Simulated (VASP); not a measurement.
BAs (zincblende): one HSE06 single-point calculation in two programs

```xyz
2
Lattice="0.0000 2.3919 2.3919 2.3919 0.0000 2.3919 2.3919 2.3919 0.0000" Properties=species:S:1:pos:R:3 pbc="T T T"
B     0.0000    0.0000    0.0000
As    1.1959    1.1959    1.1959
```

Datasets and cutoffs are each program's own. VASP's cell holds 8 valence electrons and Ansatz's 18. Ansatz's stress includes a Pulay correction; VASP's doesn't.

Cutoffs: 520 eV in VASP, 420 eV in Ansatz. k meshes: 6×6×6 and 6×6×6.

```
                               VASP    Ansatz
gap between bands v and c   1.84 eV   1.83 eV
         least direct gap   4.11 eV   4.11 eV
                 pressure  -1.2 GPa  -1.1 GPa
```

Band v is the last that the valence electrons fill when counted band by band, and c is the next. Levels in eV from the top of v, Ansatz:

```tsv
point	v−1	v	c	c+1
Γ	0.00	0.00	4.11	4.11
X	-4.45	-4.45	2.07	2.14
W	-5.95	-5.64	6.18	7.14
K	-6.46	-3.80	2.76	6.55
L	-1.98	-1.98	3.53	5.70
```

VASP:

```json
{"point": "Γ", "v−1": "0.00", "v": "0.00", "c": "4.11", "c+1": "4.11"}
{"point": "X", "v−1": "-4.44", "v": "-4.44", "c": "2.08", "c+1": "2.15"}
{"point": "W", "v−1": "-5.94", "v": "-5.63", "c": "6.17", "c+1": "7.14"}
{"point": "K", "v−1": "-6.45", "v": "-3.79", "c": "2.76", "c+1": "6.54"}
{"point": "L", "v−1": "-1.98", "v": "-1.98", "c": "3.54", "c+1": "5.69"}
```
